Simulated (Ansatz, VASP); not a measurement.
**BeS: VASP beside Ansatz**

```
Be S
1.0
     0.00000    2.35363    2.35363
     2.35363    0.00000    2.35363
     2.35363    2.35363    0.00000
Be S
1 1
Direct
  0.00000 0.00000 0.00000
  0.75000 0.75000 0.75000
```

Alike in both runs: functional PBE; k mesh 8 × 8 × 8; no spin polarisation.

Ansatz relaxed the structure, and its values are those at the end. VASP's run is a single point on that final structure, the one shown.

|  | VASP | Ansatz |
| --- | --- | --- |
| version | VASP 6.6.1 | Ansatz 0.2.0 |
| potentials or method | VASP PAW PBE potentials, release 64 (Be, S) | scalar-relativistic, plane waves, PAW |
| plane-wave cutoff (eV) | 520 | 420 |
| occupations | gaussian, width 0.01 eV | fixed |
| valence electrons in the cell | 8 | 8 |

VASP gave:

* gap on the k mesh at the Fermi level (eV): 2.89
* least direct gap on the mesh (eV): 5.61
* pressure (GPa): 12.0

Problem. Estimate Ansatz's values.

Solution. gap on the k mesh at the Fermi level (eV): 2.89; least direct gap on the mesh (eV): 5.59; pressure (GPa): 12.0.

A k mesh can miss the band edges. Expect the measured gap to be larger: semilocal functionals such as PBE lack the derivative discontinuity.
